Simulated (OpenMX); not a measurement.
Runs of OpenMX 3.8.5 on MnO. Symmetry: Fm-3m, No. 225, cubic system. The conventional cell has a = 4.448 Å, b = 4.448 Å, c = 4.448 Å, α = 90.00°, β = 90.00°, γ = 90.00°. Around Mn (site symmetry m-3m) lie 6 O at 2.22 Å. Around O (site symmetry m-3m) lie 6 Mn at 2.22 Å. The cell is a database's computed one.

| task | level | potentials or basis | U | cell | k mesh | hubbard projector | start of the occupations | hubbard shell | SCF threshold | max SCF cycles | gap on the mesh (eV) | pressure (GPa) | moment (μB) | largest force (eV/Å) |
| --- | --- | --- | --- | --- | --- | --- | --- | --- | --- | --- | --- | --- | --- | --- |
| single point | PBE+U | OpenMX 2013 PBE set, Mn6.0-s3p2d2, O6.0-s2p2d1, grid cutoff 400 Ry | Mn U = 8 eV | as given | 7 × 7 × 7 | dual | no orbital polarisation | Mn d | 1e-07 Ha | 120 | 1.17 | - | 5.00 | - |
| band structure | PBE | OpenMX 2013 PBE set, Mn6.0-s3p2d2, O6.0-s2p2d1, grid cutoff 400 Ry | - | as given | 11 × 11 × 11 | - | - | - | 1e-08 Ha | 160 | - | 1.5 | 4.79 | - |
| single point | PBE | OpenMX 2013 PBE set, Mn6.0-s2p2d1, O6.0-s2p2, grid cutoff 560 Ry | - | atom 1 moved by [0.0, -0.0354, -0.0354] A | 7 × 7 × 7 | - | - | - | 1e-08 Ha | 160 | none | - | 4.95 | 0.19 |
| single point | PBE+U | OpenMX 2013 PBE set, Mn6.0-s3p2d2, O6.0-s2p2d1, grid cutoff 400 Ry | Mn U = 6 eV | as given | 7 × 7 × 7 | dual | no orbital polarisation | Mn d | 1e-07 Ha | 120 | 0.95 | - | 5.00 | - |
| single point | PBE+U | OpenMX 2013 PBE set, Mn6.0-s3p2d2, O6.0-s2p2d1, grid cutoff 400 Ry | Mn U = 4 eV | as given | 7 × 7 × 7 | dual | no orbital polarisation | Mn d | 1e-07 Ha | 120 | (a) | - | 5.00 | - |
| single point | PBE | OpenMX 2013 PBE set, Mn6.0-s2p2d1, O6.0-s2p2, grid cutoff 560 Ry | - | as given | 7 × 7 × 7 | - | - | - | 1e-08 Ha | 160 | none | 6.2 | 4.95 | - |
| single point | PBE | OpenMX 2013 PBE set, Mn6.0-s2p2d1, O6.0-s2p2, grid cutoff 560 Ry | - | atom 2 moved by [0.0, 0.0354, 0.0354] A | 7 × 7 × 7 | - | - | - | 1e-08 Ha | 160 | none | - | 4.95 | 0.19 |
| single point | PBE+U | OpenMX 2013 PBE set, Mn6.0-s3p2d2, O6.0-s2p2d1, grid cutoff 400 Ry | Mn U = 2 eV | as given | 7 × 7 × 7 | dual | no orbital polarisation | Mn d | 1e-07 Ha | 120 | (b) | - | 5.00 | - |

Alike in all rows: spin collinear, ferromagnetic start; smearing fermi-dirac 0.05 eV.

Question: Estimate the missing entries.

Answer: (a) 0.64; (b) 0.20.

Caveats: the basis of atomic orbitals isn't converged, which shifts pressures, moduli and gaps; a cell with one magnetic atom can't hold antiferromagnetic order, which such compounds often take; U acts on the first radial function of the shell alone, so its value doesn't carry over to other programs (some runs); an odd mesh through Γ misses points on the zone boundary, where band edges often lie (some runs); semilocal functionals often make such compounds metallic where correlation or magnetic order opens a gap, which also shifts bond lengths (some runs); the transition metal has a single d function, too few for pressures, volumes and moments (some runs).

A gap of «none» marks a metal or a gap under the smearing width.
